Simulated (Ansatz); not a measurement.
Start from ZnSnP2 in the chalcopyrite structure (space group I-42d, No. 122; a = 5.702 Å, c = 11.436 Å). Axes: x, y, z lie along a, b, c of the conventional cell.

(Cell as relaxed with PBE.)

Levels (all Ansatz, a quantum-chemistry and plane-wave program, PAW): PBE (420 eV, no spin-orbit coupling); PBEsol (420 eV, spin-orbit coupling left out).

Each level relaxes its own structure.

| base | PBE | PBEsol |
|---|---|---|
| volume per atom | 23.24 Å³ | 22.28 Å³ |
| lattice parameter a | 570.2 pm | 562.2 pm |
| band gap | 0.68 eV | 0.80 eV |

The change: biaxial strain −3.11 %, plane normal [001], relaxed out of plane (Cartesian); in-plane vectors clamped, the third vector and the atoms free.

| quantity | PBE | PBEsol |
|---|---|---|
| volume per atom | 22.44 Å³ | 21.55 Å³ |
| mean in-plane stress (compression positive) | +3.5 GPa | +3.8 GPa |

PBE's volume per atom lies 0.89 Å³ above PBEsol's (4.1 %); PBE's in-plane stress lies 0.23 GPa below PBEsol's. Neither level is exact; PBEsol is the comparison here, not a measurement.

Whether these cells are dynamically stable was not tested.
